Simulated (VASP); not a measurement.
# AlN: NMR shieldings, part 4 of 4

Aim: NMR shielding tensors and field gradients of AlN. The cell is of the wurtzite type, one of the forms listed for this formula, which need not be the common one. The start is a cell from a database of measured crystal structures.

VASP 6.6.1, plane waves and PAW; the level of theory is named at each step.

So far. Step 2 (Ground state): The cell has a gap of 4.22 eV on this mesh and a pressure of +3.5 GPa, which holds the misfit of the given cell and coordinates with this functional, and any error of cutoff, mesh and data sets. Forces of up to 0.13 eV/Å remain in these settings.

The database entry behind the starting cell differs from later determinations by our own check (inner coordinate u about 0.002 short), so it need not match the best structure at ambient conditions.

## 4. Coarser mesh (continued)

Level of this step: chemical shifts by linear response (GIPAW), PBE; plane waves and PAW (Al, N) (VASP).

Parts of OUTCAR (step 4):

```text
 Found      8 irreducible k-points:

   k-points           NKPTS =      8   k-points in BZ     NKDIM =      8   number of bands    NBANDS=     14

   NELECT =      16.0000    total number of electrons

  Total        0.7614976      0.7614976      1.0987635      0.0000000      0.0000000      0.0000000
  in kB       29.1859420     29.1859420     42.1123427      0.0000000      0.0000000      0.0000000
  external PRESSURE =      33.4947422 kB  Pullay stress =       0.0000000 kB

 POSITION                                       TOTAL-FORCE (eV/Angst)
 -----------------------------------------------------------------------------------
      1.55650      0.89865      2.49050         0.000000      0.000000     -0.146256
     -0.00000      1.79729      0.00000        -0.000000     -0.000000     -0.146256
      1.55650      0.89865      4.38328        -0.000000      0.000000      0.146256
     -0.00000      1.79729      1.89278         0.000000      0.000000      0.146256
 -----------------------------------------------------------------------------------
    total drift:                               -0.000000     -0.000000      0.000403

 Electric field gradients after diagonalization (V/A^2)
 (convention: |V_zz| > |V_xx| > |V_yy|)
----------------------------------------------------------------------
 ion       V_xx      V_yy      V_zz     asymmetry (V_yy - V_xx)/ V_zz
----------------------------------------------------------------------
   1      -1.500    -1.500     3.000       0.000
   2      -1.500    -1.500     3.000       0.000
   3      -0.359    -0.358     0.717       0.001
   4      -0.359    -0.358     0.717       0.001
----------------------------------------------------------------------

  ORBITAL MAGNETIC SUSCEPTIBILITY, excluding core contribution
 -------------------------------------------------------------
  Approximate magnetic susceptibility, pGv (10^-6 cm^3/mole)
     1        -43.449602          0.000000          0.000000
     2          0.000000        -44.080103          0.000000
     3          0.000000          0.000000        -86.052071
 -------------------------------------------------------------
  Approximate magnetic susceptibility, vGv (10^-6 cm^3/mole)
     1        -36.477583          0.000000          0.000000
     2          0.000000        -37.677761          0.000000
     3          0.000000          0.000000        -71.666564

  BDIR labels direction of applied magnetic field (i.e. B0)
  For BDIR==1, B0 along x-axis, etc.
  Induced field listed along cartesian directions for each BDIR
 ------------------------------------------------------------------------------------------
                 EXCLUDING G=0 CONTRIBUTION              INCLUDING G=0 CONTRIBUTION
 ------------------------------------------------------------------------------------------
  ion  BDIR            X           Y           Z                X           Y           Z
          (   iso_shield        span        skew ) (   iso_shield        span        skew )
 ------------------------------------------------------------------------------------------
    1     1     439.4610      0.0000      0.0000         455.9692      0.0000      0.0000
          2       0.0000    439.4616      0.0006           0.0000    456.1797      0.0006
          3       0.0000     -0.0012    409.9147           0.0000     -0.0012    440.6003
          (     429.6124     29.5469     -1.0000 ) (     450.9164     15.5793     -0.9730 )

    2     1     439.4610      0.0000      0.0000         455.9692      0.0000      0.0000
          2       0.0000    439.4616     -0.0006           0.0000    456.1797     -0.0006
          3       0.0000      0.0012    409.9147           0.0000      0.0012    440.6003
          (     429.6124     29.5469     -1.0000 ) (     450.9164     15.5793     -0.9730 )

    3     1      86.9663      0.0000      0.0000         103.4746      0.0000      0.0000
          2       0.0000     86.9671      0.0025           0.0000    103.6852      0.0025
          3       0.0000     -0.0006     88.7177           0.0000     -0.0006    119.4034
          (      87.5504      1.7514      0.9991 ) (     108.8544     15.9288      0.9736 )

    4     1      86.9663      0.0000      0.0000         103.4746      0.0000      0.0000
          2       0.0000     86.9671     -0.0025           0.0000    103.6852     -0.0025
          3       0.0000      0.0006     88.7177           0.0000      0.0006    119.4034
          (      87.5504      1.7514      0.9991 ) (     108.8544     15.9288      0.9736 )
 ------------------------------------------------------------------------------------------

[... 8 parts as in an earlier step ...]

[... 2 further parts left out ...]
```

The run converged; its settings lie outside those of the reference runs, so its numbers serve the comparison alone.

Against the sound run on this cell (sound settings) the energy at zero smearing moves by +7.9 meV an atom and the pressure by -0.06 GPa.

Settings moved from the usual: the k mesh, now 4×4×2

## 5. Summary

This step: chemical shifts by linear response (GIPAW), PBE; plane waves and PAW (VASP 6.6.1).

No new run; the numbers come from the runs before.

Isotropic shieldings. Cost is wall time times ranks on a shared host. Shieldings by setting:

```
                run  ENCUT (eV)  k mesh  Al1, Wyckoff letter b (ppm)  N3, Wyckoff letter b (ppm)  cost (core minutes)
first shielding run         560   7x7x4                        451.9                       127.7                  8.3
       coarser mesh         560   4x4x2                        450.9                       108.9                 2.43
```

## 6. What came out

| Item | Value |
| --- | --- |
| Al, isotropic shielding | 451.9 ppm |
| N, isotropic shielding | 127.7 ppm |

In words: At PBE, in the first shielding run, the isotropic shieldings are Al 451.9 ppm; N 127.7 ppm. In the first shielding run the widest tensor is that of Al1, with a span (largest less smallest principal value) of 12.1 ppm. The largest field gradient of that run is Vzz = 2.61 V/Å² at Al1. Against the first shielding run, the one with coarser mesh moves the shieldings by at most 19 ppm. Shifts were not obtained, since a shift is the shielding of a reference compound, computed alike, less these values. The G = 0 term is the part set by the sample's shape, taken here for a sphere. No finer mesh was run, so convergence in it isn't shown. VASP's guide advises LASPH and NLSPLINE for shieldings, which this input doesn't set; the effect wasn't tested. The cell is of the wurtzite type, one of the forms listed for this formula, which need not be the common one. The given cell is kept, although it stands at +3.4 GPa at PBE and ENCUT = 560 eV, which holds the mismatch of the given cell with this functional, any error of the entry itself and any basis-set error. The atoms weren't relaxed and carry forces of up to 0.13 eV/Å at PBE in the first shielding run, so the numbers belong to the given coordinates, and a relaxation would change them.

[Lines on the potential files, build, host, timing and source positions are cut from VASP's logs without a mark.]

[Logs are printed without paths, hosts, clocks, repeated set-up lines and the standing remarks that a program may print on its own settings, such as how far it seeks lower states.]

[Hosts, paths, dates, database ids (printed as entryN), source tags and the programs' standing remarks are cut or masked in the printed files.]
